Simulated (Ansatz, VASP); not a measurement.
# SnS2 (Berndtite-2T): VASP beside Ansatz

```
CELL_PARAMETERS angstrom
3.63900 0.00000 0.00000
-1.81950 3.15147 0.00000
0.00000 0.00000 5.86800
ATOMIC_POSITIONS crystal
Sn 0.00000 0.00000 0.00000
S 0.66667 0.33333 0.75000
S 0.33333 0.66667 0.25000
```

Alike in both runs: task single point; functional PBEsol; k mesh 8 × 8 × 5; occupations fermi-dirac, width 0.05 eV; no spin polarisation.

|  | VASP | Ansatz |
| --- | --- | --- |
| version | VASP 6.6.1 | Ansatz 0.2.0 |
| potentials or method | VASP PAW PBE potentials, release 64 (Sn_d, S) | Ansatz PAW |
| plane-wave cutoff (eV) | 520 | 420 |
| valence electrons in the cell | 26 | 26 |

|  | VASP | Ansatz | Ansatz less VASP |
| --- | --- | --- | --- |
| gap on the k mesh at the Fermi level (eV) | 1.39 | 1.37 | -0.015 |
| least direct gap on the mesh (eV) | 1.87 | 1.87 | -0.002 |
| pressure (GPa) | 1.1 | 1.2 | +0.07 |
| largest component of the traceless stress (GPa) | 0.12 | 0.10 | -0.020 |
| rms of the force components (eV/Å) | 0.046 | 0.047 | +0.0004 |

Atom by atom the forces differ by 0.000 eV/Å (rms over components).

Caveats: spin-orbit coupling is left out, which moves the levels of the heavy elements; this functional lacks dispersion, which binds the layers, so the pressure and a relaxed spacing across them are unreliable; the PAW data sets were made with another functional, which shifts forces and pressure a little (VASP); an odd mesh through Γ misses points on the zone boundary, where band edges often lie (VASP); odd divisions of the mesh miss points on the zone boundary, where band edges often lie, so the gap on the mesh can be too wide (Ansatz); the PAW data sets come from PBE, with cores solved anew for the run's functional, which leaves a small shift of forces and pressure (Ansatz).
